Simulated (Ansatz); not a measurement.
# RbCl: the cost of one run

The runs shown are made with Ansatz 0.2.0. G0W0, plane waves. (Simulation; spin polarisation is off.)

### Step 1. The structure to begin with

The cell was relaxed beforehand with r2SCAN.

Space group Fm-3m (No. 225), cubic; conventional cell a = 6.612 Å, 36.13 Å³ an atom. Near Rb stand 6 Cl at 3.31 Å; near Cl stand 6 Rb at 3.31 Å.

The structure in full:

```
CELL_PARAMETERS angstrom
0.00000 3.30582 3.30582
3.30582 0.00000 3.30582
3.30582 3.30582 0.00000
ATOMIC_POSITIONS crystal
Rb 0.00000 0.00000 0.00000
Cl 0.50000 0.50000 0.50000
```

### Step 2. 215 empty bands, 120 eV

input.yaml reads:

```yaml
crystal:
  lattice:
    - [0.0, 3.3058242375, 3.3058242375]
    - [3.3058242375, 0.0, 3.3058242375]
    - [3.3058242375, 3.3058242375, 0.0]
  atoms:
    - { symbol: Rb, position: [0.0, 0.0, 0.0] }
    - { symbol: Cl, position: [0.5, 0.5, 0.5] }
kpoints:
  mp_grid: { grid: [4, 4, 4] }
hamiltonian:
  xc: pbe
scf:
  occupations: { method: fixed }
gw:
  n_empty_bands: 215
  ecut_chi: 120
  qp_bands: [v2, c2]
  qp_kpoints: band_edges
  screening: { model: contour_deformation }
```

What time and memory should one allow on 1 × NVIDIA H100 80GB HBM3 with 2 threads of AMD EPYC 7R13 (Zen 3), shared host?

About 26 s, with a peak of 1.3 GiB on the host.
